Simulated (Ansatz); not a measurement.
# Cd3HgTe4: the cost of one run

Computed with Ansatz 0.2.0 (DFT PBE, scalar-relativistic, plane waves, PAW, unless a step's input says otherwise).

## 1. The structure to begin with

The structure is tetragonal, space group I-42m (No. 121). Conventional cell: a = 6.191 Å, b = 6.191 Å, c = 12.382 Å, α = 90.00°, β = 90.00°, γ = 90.00°. Cd (site symmetry -4) is surrounded by 4 Te at 2.68 Å. Cd (site symmetry -42m) has 4 Te at 2.68 Å in its first shell of neighbours. Hg (site symmetry -42m) is surrounded by 4 Te at 2.68 Å. Te (site symmetry m) is surrounded by 3 Cd at 2.68 Å and 1 Hg at 2.68 Å.

Coordinates:

```cif
data_structure
_symmetry_space_group_name_H-M 'P 1'
_symmetry_Int_Tables_number 1
_cell_length_a 7.5825
_cell_length_b 7.5825
_cell_length_c 7.5825
_cell_angle_alpha 131.810
_cell_angle_beta 131.810
_cell_angle_gamma 70.529
_cell_volume 237.30
loop_
_atom_site_label
_atom_site_type_symbol
_atom_site_fract_x
_atom_site_fract_y
_atom_site_fract_z
_atom_site_occupancy
Cd1 Cd 0.75000 0.25000 0.50000 1
Cd2 Cd 0.25000 0.75000 0.50000 1
Cd3 Cd 0.00000 0.00000 0.00000 1
Hg1 Hg 0.50000 0.50000 0.00000 1
Te1 Te 0.12500 0.62500 0.00000 1
Te2 Te 0.87500 0.87500 0.50000 1
Te3 Te 0.62500 0.12500 0.00000 1
Te4 Te 0.37500 0.37500 0.50000 1
```

The start is an ordering of an alloy on its end members' structure types: elements ordered on the sites of the HgTe type, Cd/Hg on Hg (I-42m, No. 121).

## 2. A first look at the guess

File input.yaml:

```yaml
crystal:
  lattice:
    - [-3.09554213, 3.09554213, 6.19108426]
    - [3.09554213, -3.09554213, 6.19108426]
    - [3.09554213, 3.09554213, -6.19108426]
  atoms:
    - { symbol: Cd, position: [0.75, 0.25, 0.5] }
    - { symbol: Cd, position: [0.25, 0.75, 0.5] }
    - { symbol: Cd, position: [0.0, 0.0, 0.0] }
    - { symbol: Hg, position: [0.5, 0.5, 0.0] }
    - { symbol: Te, position: [0.125, 0.625, 0.0] }
    - { symbol: Te, position: [0.875, 0.875, 0.5] }
    - { symbol: Te, position: [0.625, 0.125, 0.0] }
    - { symbol: Te, position: [0.375, 0.375, 0.5] }
basis:
  ecutwfc: 420
kpoints:
  mp_grid: { grid: [4, 4, 4] }
hamiltonian:
  xc: pbe
scf:
  occupations: { method: gaussian, width: 0.1 }
  lower_state_search: "off"
output:
  forces: true
  stress: true
  eigenvalues: true
```

Command:

```bash
$ ansatz run input.yaml --threads 1 --pin off --max-ram 2560MiB --backend cpu --events-out ev --progress --plain --runs-dir out
```

**Question.** How long does this run take on 1 thread of Intel Xeon at 2.50GHz (Skylake/Cascade Lake), shared host, and how much memory does it need?

About 31 s, with a peak of 0.62 GiB.
